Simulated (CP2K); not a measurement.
## CdI2: one setting at a time in CP2K

Simulated with CP2K 2026.2. This is a test of settings. The cell began as a measured structure and was relaxed with r2SCAN+rVV10 in plane waves (Ansatz 0.2.0). All runs are without spin polarisation.

The symmetry is P-3m1 (No. 164, trigonal); a = 4.248 Å, c = 6.884 Å in the conventional setting, 35.87 Å³ an atom. Cd has 6 I at 2.99 Å; I has 3 Cd at 2.99 Å.

The base run uses PBE in the SZV-MOLOPT-SR basis.

```
&GLOBAL
 PROJECT run
 RUN_TYPE ENERGY_FORCE
 PRINT_LEVEL LOW
&END GLOBAL
&FORCE_EVAL
 METHOD QS
 STRESS_TENSOR ANALYTICAL
 &DFT
  BASIS_SET_FILE_NAME BASIS_MOLOPT
  POTENTIAL_FILE_NAME GTH_POTENTIALS
  &QS
   EXTRAPOLATION USE_GUESS
  &END QS
  &MGRID
   CUTOFF 350
   REL_CUTOFF 50
  &END MGRID
  &XC
   &XC_FUNCTIONAL PBE
   &END XC_FUNCTIONAL
  &END XC
  &KPOINTS
   SCHEME MONKHORST-PACK 5 5 3
   SYMMETRY F
   FULL_GRID F
  &END KPOINTS
  &SCF
   ADDED_MOS 9
   EPS_SCF 1e-6
   MAX_SCF 80
   &DIAGONALIZATION
   &END DIAGONALIZATION
   &MIXING
    METHOD BROYDEN_MIXING
    ALPHA 0.3
   &END MIXING
   &SMEAR
    METHOD FERMI_DIRAC
    ELECTRONIC_TEMPERATURE [K] 232
   &END SMEAR
   &PRINT
    &ITERATION_INFO
    &END ITERATION_INFO
   &END PRINT
  &END SCF
  &PRINT
   &BAND_STRUCTURE
    FILE_NAME bands.bs
    ADDED_MOS 6
    &KPOINT_SET
     UNITS B_VECTOR
     SPECIAL_POINT 0.00000000 0.00000000 0.00000000
     NPOINTS 0
    &END KPOINT_SET
    &KPOINT_SET
     UNITS B_VECTOR
     SPECIAL_POINT 0.50000000 0.00000000 0.00000000
     NPOINTS 0
    &END KPOINT_SET
    &KPOINT_SET
     UNITS B_VECTOR
     SPECIAL_POINT 0.33333333 0.33333333 0.00000000
     NPOINTS 0
    &END KPOINT_SET
    &KPOINT_SET
     UNITS B_VECTOR
     SPECIAL_POINT 0.00000000 0.00000000 0.50000000
     NPOINTS 0
    &END KPOINT_SET
    &KPOINT_SET
     UNITS B_VECTOR
     SPECIAL_POINT 0.50000000 0.00000000 0.50000000
     NPOINTS 0
    &END KPOINT_SET
    &KPOINT_SET
     UNITS B_VECTOR
     SPECIAL_POINT 0.33333333 0.33333333 0.50000000
     NPOINTS 0
    &END KPOINT_SET
    &KPOINT_SET
     UNITS B_VECTOR
     SPECIAL_POINT -0.12500000 0.12500000 0.20312500
     NPOINTS 0
    &END KPOINT_SET
    &KPOINT_SET
     UNITS B_VECTOR
     SPECIAL_POINT 0.00000000 0.45572900 0.35937500
     NPOINTS 0
    &END KPOINT_SET
   &END BAND_STRUCTURE
  &END PRINT
 &END DFT
 &SUBSYS
  &CELL
   A 4.24835690 0.00000000 0.00000000
   B -2.12417845 3.67918500 0.00000000
   C 0.00000000 -0.00000000 6.88441515
  &END CELL
  &COORD
   SCALED
   Cd 0.00000000 0.00000000 0.00000000
   I 0.33333333 0.66666667 0.24955923
   I 0.66666667 0.33333333 0.75044077
  &END COORD
  &KIND Cd
   BASIS_SET SZV-MOLOPT-SR-GTH
   POTENTIAL GTH-PBE
  &END KIND
  &KIND I
   BASIS_SET SZV-MOLOPT-SR-GTH
   POTENTIAL GTH-PBE
  &END KIND
 &END SUBSYS
 &PRINT
  &STRESS_TENSOR
  &END STRESS_TENSOR
  &FORCES
  &END FORCES
 &END PRINT
&END FORCE_EVAL
```

Command: `cp2k.psmp -i run.inp`. It took 2.5 s on 2 threads of Arm Neoverse V2, with other jobs on the host, peak memory 0.23 GiB.

It converged with a gap of 2.88 eV and a pressure of 5.09 GPa (positive in compression). Pressures on CP2K's grid carry noise of some tenths of a GPa.

Each further run moved one setting: EPS_SCF (SCF threshold); ALPHA (mixing weight); XC_FUNCTIONAL (functional, with the PBE potentials kept); CHARGE (charge of the cell). Changes are from the base run, which isn't itself converged in every setting; energies of another Hamiltonian, functional, basis or charge aren't compared, and those at a high electronic temperature are mostly its entropy term. CP2K's gap is over the listed points.

```csv
setting,how it ended,gap change (eV),energy change (meV/atom),pressure change (GPa),time (s)
EPS_SCF = 1e-4,converged,0.00,0.0,0.00,2.1
ALPHA = 0.6,converged,0.00,0.0,0.00,2.3
ALPHA = 0.05,converged,0.00,0.0,0.00,2.7
XC_FUNCTIONAL = BP,converged,-0.05,–,0.25,2.4
XC_FUNCTIONAL = PADE,converged,-0.20,–,-2.46,2.3
CHARGE = 1 (poor on purpose),converged,–,–,–,2.9
```

EPS_SCF = 1e-4 changes nothing that matters here. ALPHA = 0.6 changes nothing that matters here. ALPHA = 0.05 changes nothing that matters here.

No spin-orbit coupling is included; it can move band edges with weight on the heavy atoms by tenths of an eV.
